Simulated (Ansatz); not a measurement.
# Σ11 (332) boundary in bcc Ta with Co (substitutional): structure and resistance, part 2 of 2

How much does the Σ11 (332) boundary in bcc Ta with Co (substitutional) reflect electrons?

Ansatz 0.2.0; Ansatz plane-wave DFT, PBE, PAW files, collinear spin; relaxation of a bicrystal slab with its lowest layers held; PAW set soft_1 (the session's first sound run).

So far. Step 2 (Relaxing the bicrystal): The largest force component on a free atom ends at 0.016 eV/Å, under the tolerance of 0.03, after 18 steps.

**3. Transmission across the boundary**

Bulk layers of each grain are laid under and over the relaxed boundary, and a lead is named in the middle of each, away from the free faces. The mesh across the current, 14×12, is finer than the density's, because channels open and close sharply across the zone. Energies from -0.1 to 0.1 eV in steps of 0.05 eV are too few for the program's thermal sum, so it prints no conductance; for a metal the transmission near the Fermi level serves, at a fraction of the cost.

This step: Ansatz plane-wave DFT, PBE, PAW files, collinear spin; ballistic transport by layer matching (Landauer), zero bias; boundary relaxed in a short slab, bulk layers laid on; PAW set soft_1 (Ansatz 0.2.0).

System of this step: Σ11 (332) boundary in bcc Ta with Co (substitutional). The cell holds 61 atoms: 60 Ta and 1 Co. Cell: a = 4.671 Å, b = 5.477 Å, c = 50.179 Å, α = 90.0°, β = 90.0°, γ = 90.0°. It derives from Ta. Regions: lower grain, 25 atoms (25 Ta); boundary, 16 atoms (15 Ta and 1 Co); upper grain, 20 atoms (20 Ta). Vacuum lies along c.

The input, input.yaml:

```yaml
crystal:
  lattice:
    - [4.6705251426, 0.0, 0.0]
    - [0.0, 5.4766761838, 0.0]
    - [0.0, 0.0, 50.1788260633]
  atoms:
    - { symbol: Ta, position: [-16.5, 8.9999999999, 0.079714898] }
    - { symbol: Ta, position: [-16.0, 8.7272727272, 0.0937468755] }
    - { symbol: Ta, position: [-15.5, 8.4545454545, 0.107778853] }
    - { symbol: Ta, position: [-15.0, 8.1818181817, 0.1218108304] }
    - { symbol: Ta, position: [-14.5, 7.909090909, 0.1358428079] }
    - { symbol: Ta, position: [-14.0, 7.6363636363, 0.1498747854] }
    - { symbol: Ta, position: [-13.5, 7.3636363636, 0.1639067629] }
    - { symbol: Ta, position: [-13.0, 7.0909090908, 0.1779387404] }
    - { symbol: Ta, position: [-12.5, 6.8181818181, 0.1919707179] }
    - { symbol: Ta, position: [-12.0, 6.5454545454, 0.2060026954] }
    - { symbol: Ta, position: [-11.5, 6.2727272727, 0.2200346729] }
    - { symbol: Ta, position: [-11.0, 5.9999999999, 0.2340666504] }
    - { symbol: Ta, position: [-10.5, 5.7272727272, 0.2480986279] }
    - { symbol: Ta, position: [-10.0, 5.4545454545, 0.2621306053] }
    - { symbol: Ta, position: [-9.5, 5.1818181818, 0.2761625828] }
    - { symbol: Ta, position: [-9.0, 4.909090909, 0.2901945603] }
    - { symbol: Ta, position: [-8.5, 4.6363636363, 0.3042265378] }
    - { symbol: Ta, position: [-8.0, 4.3636363636, 0.3182585153] }
    - { symbol: Ta, position: [-7.5, 4.0909090909, 0.3322904928] }
    - { symbol: Ta, position: [-7.0, 3.8181818181, 0.3463224703] }
    - { symbol: Ta, position: [-6.5, 3.5454545454, 0.3603544478] }
    - { symbol: Ta, position: [-6.0, 3.2727272727, 0.3743864253] }
    - { symbol: Ta, position: [-5.5, 3.0, 0.3884184028] }
    - { symbol: Ta, position: [-5.0, 2.7272727272, 0.4024503802] }
    - { symbol: Ta, position: [-4.5, 2.4545454545, 0.4164823577] }
    - { symbol: Ta, position: [0.0, 0.1818181818, 0.4305143352] }
    - { symbol: Ta, position: [0.5, 0.9140329386, 0.4443726053] }
    - { symbol: Ta, position: [0.0, 0.6355749273, 0.4576701335] }
    - { symbol: Ta, position: [0.5, 0.3603766174, 0.4740872853] }
    - { symbol: Ta, position: [0.0, 0.0832804562, 0.4863131203] }
    - { symbol: Ta, position: [0.5, 0.8150748596, 0.5020547401] }
    - { symbol: Ta, position: [0.0, 0.5393736762, 0.5104500092] }
    - { symbol: Ta, position: [0.5, 0.2531446704, 0.5338604364] }
    - { symbol: Co, position: [0.0, -0.0213634784, 0.5347057431], spin: 2.0 }
    - { symbol: Ta, position: [0.0, 0.4970507358, 0.5614163218] }
    - { symbol: Ta, position: [0.5, 0.786138959, 0.5635573058] }
    - { symbol: Ta, position: [0.0, 0.0411811513, 0.5838188237] }
    - { symbol: Ta, position: [0.5, 0.3235059403, 0.5955003968] }
    - { symbol: Ta, position: [0.0, 0.6001619306, 0.6126577899] }
    - { symbol: Ta, position: [0.5, 0.8742404022, 0.6247523601] }
    - { symbol: Ta, position: [0.0, 0.1420929908, 0.6396455522] }
    - { symbol: Ta, position: [-4.5, 2.4148202635, 0.6536775297] }
    - { symbol: Ta, position: [-5.0, 2.6875475362, 0.6677095072] }
    - { symbol: Ta, position: [-5.5, 2.960274809, 0.6817414847] }
    - { symbol: Ta, position: [-6.0, 3.2330020817, 0.6957734622] }
    - { symbol: Ta, position: [-6.5, 3.5057293544, 0.7098054397] }
    - { symbol: Ta, position: [-7.0, 3.7784566271, 0.7238374172] }
    - { symbol: Ta, position: [-7.5, 4.0511838999, 0.7378693947] }
    - { symbol: Ta, position: [-8.0, 4.3239111726, 0.7519013721] }
    - { symbol: Ta, position: [-8.5, 4.5966384453, 0.7659333496] }
    - { symbol: Ta, position: [-9.0, 4.869365718, 0.7799653271] }
    - { symbol: Ta, position: [-9.5, 5.1420929908, 0.7939973046] }
    - { symbol: Ta, position: [-10.0, 5.4148202635, 0.8080292821] }
    - { symbol: Ta, position: [-10.5, 5.6875475362, 0.8220612596] }
    - { symbol: Ta, position: [-11.0, 5.9602748089, 0.8360932371] }
    - { symbol: Ta, position: [-11.5, 6.2330020817, 0.8501252146] }
    - { symbol: Ta, position: [-12.0, 6.5057293544, 0.8641571921] }
    - { symbol: Ta, position: [-12.5, 6.7784566271, 0.8781891696] }
    - { symbol: Ta, position: [-13.0, 7.0511838998, 0.892221147] }
    - { symbol: Ta, position: [-13.5, 7.3239111725, 0.9062531245] }
    - { symbol: Ta, position: [-14.0, 7.5966384453, 0.920285102] }
magnetization:
  spin_polarized: true
kpoints:
  mp_grid: { grid: [6, 5, 1] }
hamiltonian:
  xc: pbe
  pseudopotentials: { kind: paw, azcp: { folder: soft_1 } }
scf:
  occupations: { method: fermi_dirac, width: 0.1 }
output:
  transmission:
    leads: [[13, 14], [49, 50]]
    kmesh: [14, 12]
    e_range: [-0.1, 0.1]
    de: 0.05
  write_potential: true
  write_density: true
  volumetric_format: npy
  elf: true
```

On the command line:

```bash
ansatz run input.yaml --threads 4 --pin off --max-ram 15360MiB --backend cpu --events-out ev --progress --plain --runs-dir out
```

Numbers of over 12 decimals in the logs are rounded to 6 here.

Log:

```text
[...]
Crystal: 61 atoms, lattice volume = 1283.522 Å³
Basis set: ecut = 420 eV, 24995 PW (Γ)
Bands: 480, of which v1, the nominal top of the filled ones, is band 399 counted from 1 (398 counted from 0)
Symmetry: 2 space group operations
[...]
k-points: 12 of 30 (time reversal used)
[...]
Starting moments: Σ|m| = 2 μB on 1 of 61 sites
[...]
SCF iter   1: F=—  HF=-601132.984379 eV  |F-HF|=—  |Δ(HF+E_count)|=         —  Δρ=3.06e-2 (↑3.06e-2 ↓2.75e-2)  dr2=1.60e3  dr2_m=1.98e0  M=0.793 μB ∫|m|=1.238 μB  β_m=0.30  ethr=3.10e-3  ⟨swp⟩=9.1  Hψ=47343  notcnv=0  defer=93
[...]
SCF iter  26: F=-601110.677204 eV  HF=-601110.677204 eV  |F-HF|=3.63e-8  |Δ(HF+E_count)|=   1.51e-9  Δρ=3.05e-7 (↑2.93e-7 ↓3.05e-7)  dr2=3.67e-8  dr2_m=2.65e-11  M=-0.000 μB ∫|m|=0.000 μB  ethr=1.00e-12  ⟨swp⟩=2.0  Hψ=29405  notcnv=0
SCF 1 converged in 26 iterations: F = -601110.677204 eV  dr2 = 3.67e-8
[...]
WARN: the starting moments were not kept: the SCF closed with an absolute magnetisation of 1.0e-4 μB, where they sum to 2 μB in size (1 site). That is at most 0.1 of that sum. Measured as dr2_m measures the in/out step, that magnetisation stands 2.4e-10 eV from none, at or under the dr2_threshold of 1.0e-7 eV: it is no larger than a step whose dr2_m would equal this threshold. The system may hold no moment; this SCF  [...]
transmission: 758 of 7504 steps passed
transmission: 1506 of 7504 steps passed
[...]
transmission: 7504 of 7504 steps passed
WARN: The input density's exchange-correlation potential varies sharply where the density is thin. Do not read a vacuum level from v_tot or v_xc, or from such a field of the output density. On a cell that repeats whose density bears no net charge and no dipole along the vacuum's axis use v_es (v_loc + v_h of the components); under efield.dipole_correction with no amplitude use v_es + v_field, which holds any external [...]
SCF converged after 26 iterations
an eigenvalue changed by more than its tolerance at an iteration that met the thresholds in force, so the SCF went on 2 times, its first undamped step at iteration 18: the last check found none over its tolerance
Magnetization: -0.0000 μB (398.5000 up, 398.5000 down)
Absolute magnetization: 0.0001 μB (∫|ρ↑−ρ↓|, with the PAW one-centre terms)
[...]
Per-site moments (μB) at R_I (Å): [(-9.686437764583643e-6, 1.179792), (-2.869553240524071e-6, 1.179792), (1.4677012138889012e-6, 1.179792), (6.221192399214035e-7, 1.179792), (-2.403884711983818e-7, 1.179792), (7.432117355867921e-8, 1.179792), (2.0787400663388962e-7, 1.179792), (-9.639286609998623e-8, 1.179792), (-1.2920848406739818e-7, 1.179792), (8.802118986094905e-8, 1.179792), (-9.004658127176015e-9, 1.179792), (- [...]
Free energy (F): -601110.677204 eV
[...]
Internal energy: -601108.039846 eV  (E = F + TS)
E sigma→0 (E₀):  -601109.358525 eV
Entropy (-TS):   -2.637358 eV (-43.235 meV/atom)
Fermi energy:    15.291493 eV
[...]
--- Band table (eV; the first three rows and the last of 24) ---
  k-point 0 ↑: bands = [... 395 lower, 15.2211, 15.2342, 15.2826, 15.3405, 15.3737, 15.4090, 15.4433, 15.4997, ... 77 higher]
  k-point 1 ↑: bands = [... 395 lower, 15.3548, 15.3609, 15.3986, 15.4160, 15.4454, 15.4646, 15.5246, 15.6114, ... 77 higher]
  k-point 2 ↑: bands = [... 395 lower, 15.2562, 15.2584, 15.3015, 15.3025, 15.3522, 15.3884, 15.4029, 15.4417, ... 77 higher]
  k-point 11 ↓: bands = [... 395 lower, 15.2000, 15.2589, 15.3155, 15.3469, 15.3583, 15.4321, 15.4419, 15.4794, ... 77 higher]
--- Transmission ---
  basis      : 225 plane waves across, 67 finite elements along
  points     : 56, standing for a mesh of 14 x 12
  energies   : 5 from -0.100000 to 0.100000 eV about the Fermi level, 0.050000 eV apart; the leads are filled to 0.000000 eV, and channels, transmission and decay are at 0.000000 eV
  crystal 0  : Ta4, at the sites [13, 14], period 2.8164 Å, over 18.31 Å; its Hamiltonian steps by up to 29.1 meV: too much for a lead, lay more layers or, if its atoms are ordered, name the step of that order
    offset         : up to 0.0000 Å between an atom of the period and one for which it stands
    channels       : 5.803571e0 up, 5.803571e0 down
    conductance    : none, the energies end too early or step too widely for 300 K: set another output.transmission.e_range or a lower de, or, where they end at an eighth of basis.ecutwfc, a higher one
[...]
channels       : 5.803571e0 up, 5.803571e0 down
[...]
junction   : crystal 0 to crystal 1, 12.80 to 36.67 Å
    transmission   : 2.754453e0 up, 2.754456e0 down
[...]
```

The job ended after 82 min (4 threads of Arm Neoverse V1, shared host; peak memory 9.7 GiB; 5.2 h of CPU time).

The column dr2 measures how far the density is from self-consistency, as an energy; F and HF (Harris–Foulkes) agree once it is small.

Numbers from this step:

| Property | Result |
| --- | --- |
| free energy | -601110.6772 eV |
| energy at zero smearing | -601109.3585 eV |
| Fermi energy | 15.29 eV |
| cell area | 25.58 Å² |
| transmission, spin up | 2.754 |
| transmission, spin down | 2.754 |
| open channels, spin up | 5.804 |
| open channels, upper lead, spin up | 5.804 |
| open channels, spin down | 5.804 |
| open channels, upper lead, spin down | 5.804 |
| step of the lead's potential | 29.1 meV |
| step of the upper lead's potential | 29.9 meV |

Per spin. The transmission, zone mean, T up = T down by energy, zero at the Fermi level:

```tsv
energy (eV)	transmission, zone mean, T up = T down
-0.1000	2.96
-0.0500	2.87
0.0000	2.75
0.0500	2.59
0.1000	2.50
```

Per spin. Open channels, zone mean against energy, zero at the Fermi level:

```tsv
energy (eV)	lead up	upper lead up	lead down	upper lead down
-0.1000	6.17	6.17	6.17	6.17
-0.0500	5.91	5.91	5.91	5.91
0.0000	5.80	5.80	5.80	5.80
0.0500	5.47	5.47	5.47	5.47
0.1000	5.32	5.32	5.32	5.32
```

Transmission over k1 and k2. At 0.0000 eV from the Fermi level, spin up.

Values, 12 rows by 14 columns:
```
2.78 2.67 2.11 1.33 1.92 2.88 3.57 3.39 3.57 2.88 1.92 1.33 2.11 2.67
2.64 2.32 2.45 1.90 2.11 2.64 3.07 2.94 3.07 2.64 2.11 1.90 2.45 2.32
3.34 3.33 2.95 2.56 2.61 2.97 2.96 2.88 2.96 2.97 2.61 2.56 2.95 3.33
2.82 3.39 3.38 2.93 2.92 2.79 2.73 2.75 2.73 2.79 2.92 2.93 3.38 3.39
2.85 2.85 3.22 3.45 3.05 2.12 2.67 2.83 2.67 2.12 3.05 3.45 3.22 2.85
3.80 2.85 4.00 3.46 3.21 2.26 2.61 2.76 2.61 2.26 3.21 3.46 4.00 2.85
2.85 2.85 3.22 3.45 3.05 2.12 2.67 2.83 2.67 2.12 3.05 3.45 3.22 2.85
2.82 3.39 3.38 2.93 2.92 2.79 2.73 2.75 2.73 2.79 2.92 2.93 3.38 3.39
3.34 3.33 2.95 2.56 2.61 2.97 2.96 2.88 2.96 2.97 2.61 2.56 2.95 3.33
2.64 2.32 2.45 1.90 2.11 2.64 3.07 2.94 3.07 2.64 2.11 1.90 2.45 2.32
2.78 2.67 2.11 1.33 1.92 2.88 3.57 3.39 3.57 2.88 1.92 1.33 2.11 2.67
2.75 2.52 2.24 1.22 1.35 3.28 3.42 2.75 3.42 3.28 1.35 1.22 2.24 2.52
```
Columns: k1 (b1) from -0.5 to 0.429; rows upwards: k2 (b2) from -0.5 to 0.417.

Open channels over k1 and k2. At 0.0000 eV from the Fermi level, spin up.

Ten even steps from '_' (3.00) to '@' (7.00):
```
::++::::##++@@@@@@++##::::++
######++@@##########@@++####
##@@@@@@@@##########@@@@@@@@
::##########################
::++##@@@@++######++@@@@##++
##++@@@@@@++++++++++@@@@@@++
::++##@@@@++######++@@@@##++
::##########################
##@@@@@@@@##########@@@@@@@@
######++@@##########@@++####
::++::::##++@@@@@@++##::::++
::::++__::##########::__++::
```
Columns: k1 (b1) from -0.5 to 0.429; rows upwards: k2 (b2) from -0.5 to 0.417.

Transmission over k1 and k2. At 0.0000 eV from the Fermi level, spin down.

Values, 12 rows by 14 columns:
```
2.78 2.67 2.11 1.33 1.92 2.88 3.57 3.39 3.57 2.88 1.92 1.33 2.11 2.67
2.64 2.32 2.45 1.90 2.11 2.64 3.07 2.94 3.07 2.64 2.11 1.90 2.45 2.32
3.34 3.33 2.95 2.56 2.61 2.97 2.96 2.88 2.96 2.97 2.61 2.56 2.95 3.33
2.82 3.39 3.38 2.93 2.92 2.79 2.73 2.75 2.73 2.79 2.92 2.93 3.38 3.39
2.85 2.85 3.22 3.45 3.05 2.12 2.67 2.83 2.67 2.12 3.05 3.45 3.22 2.85
3.80 2.85 4.00 3.46 3.21 2.26 2.61 2.76 2.61 2.26 3.21 3.46 4.00 2.85
2.85 2.85 3.22 3.45 3.05 2.12 2.67 2.83 2.67 2.12 3.05 3.45 3.22 2.85
2.82 3.39 3.38 2.93 2.92 2.79 2.73 2.75 2.73 2.79 2.92 2.93 3.38 3.39
3.34 3.33 2.95 2.56 2.61 2.97 2.96 2.88 2.96 2.97 2.61 2.56 2.95 3.33
2.64 2.32 2.45 1.90 2.11 2.64 3.07 2.94 3.07 2.64 2.11 1.90 2.45 2.32
2.78 2.67 2.11 1.33 1.92 2.88 3.57 3.39 3.57 2.88 1.92 1.33 2.11 2.67
2.75 2.52 2.24 1.22 1.35 3.28 3.42 2.75 3.42 3.28 1.35 1.22 2.24 2.52
```
Columns: k1 (b1) from -0.5 to 0.429; rows upwards: k2 (b2) from -0.5 to 0.417.

Open channels over k1 and k2. At 0.0000 eV from the Fermi level, spin down.

Values, 12 rows by 14 columns:
```
4.00 5.00 4.00 4.00 6.00 5.00 7.00 7.00 7.00 5.00 6.00 4.00 4.00 5.00
6.00 6.00 6.00 5.00 7.00 6.00 6.00 6.00 6.00 6.00 7.00 5.00 6.00 6.00
6.00 7.00 7.00 7.00 7.00 6.00 6.00 6.00 6.00 6.00 7.00 7.00 7.00 7.00
4.00 6.00 6.00 6.00 6.00 6.00 6.00 6.00 6.00 6.00 6.00 6.00 6.00 6.00
4.00 5.00 6.00 7.00 7.00 5.00 6.00 6.00 6.00 5.00 7.00 7.00 6.00 5.00
6.00 5.00 7.00 7.00 7.00 5.00 5.00 5.00 5.00 5.00 7.00 7.00 7.00 5.00
4.00 5.00 6.00 7.00 7.00 5.00 6.00 6.00 6.00 5.00 7.00 7.00 6.00 5.00
4.00 6.00 6.00 6.00 6.00 6.00 6.00 6.00 6.00 6.00 6.00 6.00 6.00 6.00
6.00 7.00 7.00 7.00 7.00 6.00 6.00 6.00 6.00 6.00 7.00 7.00 7.00 7.00
6.00 6.00 6.00 5.00 7.00 6.00 6.00 6.00 6.00 6.00 7.00 5.00 6.00 6.00
4.00 5.00 4.00 4.00 6.00 5.00 7.00 7.00 7.00 5.00 6.00 4.00 4.00 5.00
4.00 4.00 5.00 3.00 4.00 6.00 6.00 6.00 6.00 6.00 4.00 3.00 5.00 4.00
```
Columns: k1 (b1) from -0.5 to 0.429; rows upwards: k2 (b2) from -0.5 to 0.417.

Valence density in the cb plane at fractional x = 0.000, with atoms of Ta and Co within 0.2 Å of it. It is the smooth field of the valence electrons, not physical close to the nuclei.

Values in e/Å³, 8 rows by 16 columns, each cell a mean:
```
 0  1  0  0  0  1  0  5 12  0  2  1  0  0  0  0
 1  4  1  1  1  0  0  0  1  0  0  0  0  0  2  1
 1  4  1  2  4  1  2  1  0  1  0  2  3  0  4  3
 0  1  0  1  3  1  3  3  1  4  1  3  3  0  1  1
 1  0  0  0  0  0  2  1  1  4  1  1  1  0  0  0
 3  0  2  2  0  0  0  0  0  1  0  0  0  1  0  2
 2  0  3  3  0  3  1  0  0  0  2  1  1  4  1  2
 0  0  1  1  1  4  2  4 10  1  4  2  1  3  1  0
```
Columns run along c (16.0 Å, from fractional 0.37 to 0.69 of the cell), rows up along b (5.5 Å). Atoms in or near the plane, at fractional coordinates: Ta at (0.40, 0.73), Ta at (0.43, 0.18), Ta at (0.46, 0.64), Ta at (0.49, 0.08), Ta at (0.51, 0.54), Co at (0.53, 0.98), Ta at (0.56, 0.50), Ta at (0.58, 0.04), Ta at (0.61, 0.60), Ta at (0.64, 0.14), Ta at (0.67, 0.69).

Electrostatic potential energy in the cb plane at fractional x = 0.000, with atoms of Ta and Co within 0.2 Å of it. With pseudopotentials it is smooth inside the atoms' cores, unlike the true potential.

Values in eV, 8 rows by 16 columns, each cell a mean:
```
 14   3  11  15  13  -4   7 -10 -21   8 -20   4  15  10  10  14
  1 -38   1   7  -5  13  14  10   9  15  12   7   8  13 -20  -6
  0 -40  -1 -14 -41   6 -10  -5  11  -3  10 -21 -26   7 -39 -20
 11   0  13  -6 -29   6 -35 -27  -4 -42  -2 -24 -29  11  -9   1
 -6  15  13  10   9  14 -13  -8   0 -35   3   6   4  14  15   8
-35  10 -15  -9  15   8   9  14  14   4  11  16   8  -8  11 -13
-19  10 -35 -26   8 -30  -6  13  11  10 -18   4  -7 -45   1 -13
 12  15  -8  -3   7 -41 -13 -10 -20   1 -46  -9   0 -29   7  10
```
Columns run along c (16.0 Å, from fractional 0.37 to 0.69 of the cell; values clipped at the 3rd and 97th percentile), rows up along b (5.5 Å). Atoms in or near the plane, at fractional coordinates: Ta at (0.40, 0.73), Ta at (0.43, 0.18), Ta at (0.46, 0.64), Ta at (0.49, 0.08), Ta at (0.51, 0.54), Co at (0.53, 0.98), Ta at (0.56, 0.50), Ta at (0.58, 0.04), Ta at (0.61, 0.60), Ta at (0.64, 0.14), Ta at (0.67, 0.69).

ELF in the cb plane at fractional x = 0.000, with atoms of Ta and Co within 0.2 Å of it. It is the smooth field of the valence electrons, not physical close to the nuclei.

Ten even steps from '0' (0.13) to '9' (0.74), each cell a mean:
```
54111222124532686212269522169983352011133334
41145324542232220132133212103532444333212103
22788932411232344333211124321222211353268731
24941952226895244111233332234423652132596782
23964952269378332256413212213327988422680493
42699622269049323888832158852249319622497882
42132014249996225921962496594239659523147732
11222245324641233966953592195224897235201122
75235421222112441588413389883330122234444322
79424113422444332121013125632453222211135238
08622278972342012112234211112223532576213269
59522494494221477313422233224311324978822278
85222493394215968823200023169962216912932249
10143289972227804932123212395496114967933313
33454224311425978822269522394186231588524521
```
Columns run along c (16.0 Å, from fractional 0.37 to 0.69 of the cell), rows up along b (5.5 Å). Atoms in or near the plane, at fractional coordinates: Ta at (0.40, 0.73), Ta at (0.43, 0.18), Ta at (0.46, 0.64), Ta at (0.49, 0.08), Ta at (0.51, 0.54), Co at (0.53, 0.98), Ta at (0.56, 0.50), Ta at (0.58, 0.04), Ta at (0.61, 0.60), Ta at (0.64, 0.14), Ta at (0.67, 0.69).

Nearest the Fermi level spin up passes 2.75 of 5.80 channels of the lower lead and spin down 2.75 of 5.80.

**4. Specific resistance**

This step: Ansatz plane-wave DFT, PBE, PAW files, collinear spin; ballistic transport by layer matching (Landauer), zero bias; specific resistance of the boundary; PAW set soft_1 (Ansatz 0.2.0).

Numbers from this step:

```
area resistance                      : 0.6305 fΩ m²
T over the leads' mean channel count : 0.4773
spin asymmetry γ                     : -1.40e-6 (R down - R up) / (R down + R up)
```

Averaged over the energies near the Fermi level, 47.7 % of the channels pass, which makes 0.631 fΩ m².

By hand, with means over the energies near the Fermi level: RA per spin = A (h/e²)(1/T − ½[1/N₁ + 1/N₂]); spin up: 25.58×10⁻²⁰ m² × 25 813 Ω × (1/2.737 − ½[1/5.735 + 1/5.735]) = 1.26 fΩ m²; spin down: 25.58×10⁻²⁰ m² × 25 813 Ω × (1/2.737 − ½[1/5.735 + 1/5.735]) = 1.26 fΩ m². The spins conduct in parallel, so 1/RA = 1/1.26 + 1/1.26 and RA = 0.631 fΩ m²; γ = (1.26 − 1.26)/(1.26 + 1.26) = 0.

**5. Summary of results**

| Quantity | Value |
| --- | --- |
| specific resistance of the boundary | 0.631 fΩ m² |
| share of channels that pass | 0.477 |

What this shows: The boundary has a specific resistance of 0.63 fΩ m². The boundary reflects 52 % of the channels; 0.63 fΩ m² is 6.3×10⁻¹² Ω·cm². That equals the resistance of 4.7 nm of bulk Ta at 300 K (measured 13.5 µΩ cm, CRC Handbook of Chemistry and Physics, 84th ed., 2003, Electrical Resistivity of Pure Metals). One Co in 25.6 Å² of boundary is a high coverage. Each plane of this narrow cell holds one atom, so the solute fills a whole plane. One starting structure was relaxed; another shift or atom count at the boundary may lie lower. Spin-orbit coupling is left out, which matters for Ta. One magnetic start was tried, and the two spins conduct in parallel without mixing. A lead's potential steps by up to 30 meV from period to period, which the log calls too much, so longer leads could move the result.

[Logs are printed without paths, hosts, clocks, repeated set-up lines and the standing remarks that a program may print on its own settings, such as how far it seeks lower states.]

[Hosts, paths, dates, database ids (printed as entryN), source tags and the programs' standing remarks are cut or masked in the printed files.]
